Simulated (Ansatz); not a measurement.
Write the native input for Ansatz 0.2.0 that does the following.

- Task: electric field gradients
- Functional: PBE
- Potentials or basis: all-electron PAW datasets made for the slab
- Cutoff: 600 eV (chosen from the basis error)
- k mesh: 12 × 12 × 3
- Occupations: fermi-dirac, width 0.05 eV
- Spin: no spin polarisation

The system is C, a slab with vacuum.

```
C
1.0
     2.45617    0.00000    0.00000
    -1.22809    2.12711    0.00000
     0.00000    0.00000    8.52380
C
2
Direct
  0.66667 0.33333 0.00000
  0.33333 0.66667 0.00000
```

The input as run:

input.yaml

```yaml
crystal:
  lattice:
    - [2.4561701622, 0.0, 0.0]
    - [-1.2280850811, 2.1271057565, 0.0]
    - [0.0, 0.0, 8.52380336]
  atoms:
    - { symbol: C, position: [0.6666666667, 0.3333333333, 0.0] }
    - { symbol: C, position: [0.3333333333, 0.6666666667, 0.0] }
kpoints:
  mp_grid: { grid: [12, 12, 3] }
scf:
  occupations: { method: fermi_dirac, width: 0.05 }
hamiltonian:
  xc: pbe
  pseudopotentials: { kind: all_electron, datasets: crystal }
output:
  forces: true
  stress: true
  eigenvalues: true
  efg: {}
```

Potentials or basis: all-electron PAW datasets made for the slab.

The run is started by

```sh
$ ansatz run input.yaml --threads 1 --pin off --max-ram 3072MiB --backend cpu --events-out ev --progress --plain --runs-dir out
```

It gave:

The band gap on the k mesh is none (metal or under the smearing width).

Run time: 12 s on 1 thread of Intel(R) Xeon(R) Processor @ 2.50GHz (Skylake/Cascade Lake), on a shared host, peak memory 0.39 GiB.
